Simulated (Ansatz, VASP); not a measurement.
## Pb in VASP and in Ansatz

```xyz
1
Lattice="3.2571 0.0000 0.0000 1.0862 3.0707 0.0000 1.0862 0.7679 2.9731" Properties=species:S:1:pos:R:3 pbc="T T T"
Pb    0.0000    0.0000    0.0000
```

Alike in both runs: functional PBE; k mesh 11 × 11 × 11; occupations gaussian, width 0.2555 eV; no spin polarisation.

Ansatz relaxed the structure, and its values are those at the end. VASP's run is a single point on that final structure, the one shown.

|  | VASP | Ansatz |
| --- | --- | --- |
| version | VASP 6.6.1 | Ansatz 0.2.0 |
| potentials or method | VASP PAW PBE potentials, release 64 (Pb_d) | PAW plane waves |
| plane-wave cutoff (eV) | 520 | 420 |
| valence electrons in the cell | 14 | 14 |

```tsv
	VASP	Ansatz	Ansatz less VASP
pressure (GPa)	5.1	5.2	+0.06
```

Ansatz warned: «stress_scf_threshold_loose».

The runs have no spin-orbit coupling, so splittings on Pb are missing.
